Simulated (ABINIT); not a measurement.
PbS (Galena): relaxation of cell and atoms with PBEsol

The system is PbS (Galena).

```xyz
2
Lattice="0.0000 2.9657 2.9657 2.9657 0.0000 2.9657 2.9657 2.9657 0.0000" Properties=species:S:1:pos:R:3 pbc="T T T"
Pb    0.0000    0.0000    0.0000
S     2.9657    2.9657    2.9657
```

- Program: ABINIT 10.8.3 (patched build)
- Task: relaxation of cell and atoms
- Functional: PBEsol
- Potentials or basis: JTH PAW PBE v2.0
- Cutoff: 408 eV
- k mesh: 6 × 6 × 6
- Occupations: fermi-dirac, width 0.05 eV
- Spin: no spin polarisation
- Cell freedom (optcell): 2
- Optimiser (ionmov): 22
- Cutoff smearing ecutsm (Ha): 0.5
- Force stop (Ha/bohr): 2e-05
- Fine-grid cutoff: 816.342 eV
- Exchange and correlation inside the PAW spheres: full angular mesh (pawxcdev 0, this build's default; the released program takes 1)

* Band gap on the k mesh: 0.20 eV, direct

Run time: 53 s on 1 thread of Arm Neoverse V2, on a shared host, peak memory 0.11 GiB.

Caveat: spin-orbit coupling is left out, which as a rule narrows the gap of such compounds by several tenths of an eV. A k mesh can miss the band edges.
